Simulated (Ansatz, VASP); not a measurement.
**One calculation of PbSe (Clausthalite), two programs**

```
Pb Se
1.0
     0.00000    3.06065    3.06065
     3.06065    0.00000    3.06065
     3.06065    3.06065    0.00000
Pb Se
1 1
Direct
  0.00000 0.00000 0.00000
  0.50000 0.50000 0.50000
```

Alike in both runs: task single point; functional PBE; k mesh 5 × 5 × 5; occupations fermi-dirac, width 0.02 eV; no spin polarisation.

|  | VASP | Ansatz |
| --- | --- | --- |
| version | VASP 6.6.1 | Ansatz 0.2.0 |
| potentials or method | VASP PAW PBE potentials, release 64 (Pb_d, Se), cutoff 520 eV | all-electron LAPW, scalar-relativistic |

VASP gave:

| Property | Result |
| --- | --- |
| gap on the k mesh at the Fermi level (eV) | 1.19 |
| least direct gap on the mesh (eV) | 1.19 |
| pressure (GPa) | 2.2 |

**Question.** What did Ansatz give for the same quantities?

**Answer.** gap on the k mesh at the Fermi level (eV): 1.19; least direct gap on the mesh (eV): 1.19; pressure (GPa): 2.3.

Ansatz ran all-electron here, so the differences hold the error of VASP's frozen core and of both bases.

The runs have no spin-orbit coupling, so splittings on Pb are missing.
